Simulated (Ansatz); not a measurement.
A calculation with Ansatz 0.2.0 of Pd (native input, structure typed inline):

Contents of input.yaml:

```yaml
crystal:
  lattice:
    - [-1.6472623784, 1.6472623784, 1.6472623784]
    - [1.6472623784, -1.6472623784, 1.6472623784]
    - [1.6472623784, 1.6472623784, -1.6472623784]
  atoms:
    - { symbol: Pd, position: [0.0, 0.0, 0.0] }
hamiltonian:
  xc: rpbe
  pseudopotentials: { kind: paw }
kpoints:
  mp_grid: { grid: [12, 12, 12] }
  band_path:
    path:
      - [[0.0, 0.0, 0.0], [0.5, -0.5, 0.5], [0.0, 0.0, 0.5], [0.0, 0.0, 0.0], [0.25, 0.25, 0.25], [0.5, -0.5, 0.5]]
      - [[0.25, 0.25, 0.25], [0.0, 0.0, 0.5]]
    npoints: 14
scf:
  occupations: { method: fermi_dirac, width: 0.1 }
  n_extra_bands: 6
output:
  forces: true
  stress: true
  eigenvalues: true
  fatbands: false
```

Potentials or basis: Ansatz PAW.

Run with:

```bash
$ ansatz run input.yaml --threads 2 --pin off --max-ram 5120MiB --backend cpu --events-out ev --progress --plain --runs-dir out
```

The cell isn't the ideal one: volume scaled by 1.15.

This isn't the form of Pd at room conditions, which is fcc.

Problem. Write the same calculation in another form: ASE script, structure from a POSCAR.

Solution. As run:

File run.py:

```python
import json

import ase.io
import numpy as np

import ansatz as az

atoms = ase.io.read("POSCAR", format="vasp")

calculation = (
    az.Crystal.from_ase(atoms)
    .calculation()
    .kpoints(12, 12, 12)
    .functional("rpbe")
    .pseudopotentials(kind="paw")
    .scf(extra_bands=6)
    .occupations(method="fermi_dirac", width=0.1)
    .band_structure(path=(((0.0, 0.0, 0.0), (0.5, -0.5, 0.5), (0.0, 0.0, 0.5), (0.0, 0.0, 0.0), (0.25, 0.25,
        0.25), (0.5, -0.5, 0.5)), ((0.25, 0.25, 0.25), (0.0, 0.0, 0.5))), intervals=14)
    .forces()
    .stress()
    .band_table(publish=True)
)
outcome = calculation.run(threads=2, events_out="events.jsonl")

report = outcome.report
for line in open("events.jsonl"):
    event = json.loads(line)
    if event["event"] == "scf_iter":
        d = event["data"]
        print(f"SCF {d['iter']:3d}  HF = {d['harris_foulkes_ev']:.6f} eV  dr2 = {d['dr2_ev']:.2e} eV")
    elif event["event"] in ("relax_step", "md_step"):
        d = event["data"]
        print(f"{event['event']} {d['step']:3d}  E = {d['lagrangian_ev']:.6f} eV")
np.set_printoptions(precision=5, suppress=True, linewidth=110)
print("converged:", report["converged"], "after", report["n_iterations"], "iterations")
print(f"free energy {report['free_energy_ev']:.6f} eV, Fermi level {report['fermi_energy_ev']:.4f} eV")
for key in ("band_edges_ev", "magnetization_mub", "site_moments_mub", "site_moments_nc_mub", "forces_ev_ang",
                "stress_gpa"):
    if report.get(key) is not None:
        print(key, np.array(report[key]), sep="\n")
```

Contents of POSCAR:

```
Pd
1.0
   -1.6472623784      1.6472623784      1.6472623784
    1.6472623784     -1.6472623784      1.6472623784
    1.6472623784      1.6472623784     -1.6472623784
Pd
1
Direct
    0.0000000000      0.0000000000      0.0000000000
```

Potentials or basis: Ansatz PAW.

Run with:

```sh
$ python run.py
```

Both were run:

|  | native input, structure typed inline | ASE script, structure from a POSCAR |
| --- | --- | --- |
| Pressure | -11.9 GPa | -11.9 GPa |
| Band gap on the k mesh | none (metal or under the smearing width) | none (metal or under the smearing width) |

Keys that steer only the numerical path or the files written may differ.

Caveat: the potentials were made for another functional, which shifts forces and pressure.
